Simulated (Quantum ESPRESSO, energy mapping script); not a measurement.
```cif
data_mns
_symmetry_space_group_name_H-M 'P6_3mc'
_symmetry_Int_Tables_number 186
_cell_length_a 4.0555
_cell_length_b 4.0555
_cell_length_c 6.4320
_cell_angle_alpha 90.000
_cell_angle_beta 90.000
_cell_angle_gamma 120.000
_cell_volume 91.62
loop_
_atom_site_label
_atom_site_type_symbol
_atom_site_symmetry_multiplicity
_atom_site_Wyckoff_symbol
_atom_site_fract_x
_atom_site_fract_y
_atom_site_fract_z
_atom_site_occupancy
Mn1 Mn 2 b 0.66667 0.33333 0.00000 1
S1 S 2 b 0.66667 0.33333 0.61500 1
_calc_subject 'Spin model of MnS (Rambergite) from collinear orders (strain in the xy plane +2 %)'
_calc_method 'PBE with U = 4 eV on Mn d, ortho-atomic projectors, GBRV potentials (and 2 further levels or steps)'
_calc_program 'Quantum ESPRESSO 7.5 and energy mapping script 1'
_calc_settings_of_one_run 'cutoff 612.26 eV, 5×4×3 k-mesh, Fermi-Dirac occupations, smearing width 0.05 eV, collinear spin, GBRV 1.5 ultrasoft, starting moments 4.5 -4.5 -4.5 4.5 0 0 0 0 μB'
_calc_notes 'The database entry behind the starting cell differs from later determinations by our own check (about 0.3 % short against later determinations). Level: PBE with U = 4 eV on Mn d, ortho-atomic projectors, Quantum ESPRESSO with GBRV potentials. Strain in the xy plane +2 %. The state is antiferromagnetic; only a few collinear orders were tried. Couplings are for E = −Σ J e·e over ordered pairs of unit vectors. With a near shell that the orders cannot separate, no temperature is given.'
_calc_lowest_order_tried 'compensated +−−+ in cell B'
_calc_largest_fitted_value_a_combination_of_shells_mn_mn_at_4p06_a '-4.92 meV'
```

[Logs and program files are shortened in this print: banners, set-up blocks, solver, clock and traceback lines can be left out without a mark of their own.]

[Logs are printed without paths, hosts, clocks, repeated set-up lines and the standing remarks that a program may print on its own settings, such as how far it seeks lower states.]

[Hosts, paths, dates, database ids (printed as entryN), source tags and the programs' standing remarks are cut or masked in the printed files.]

[Where a cell is said to come from a database of computed structures, the database is the Materials Project.]
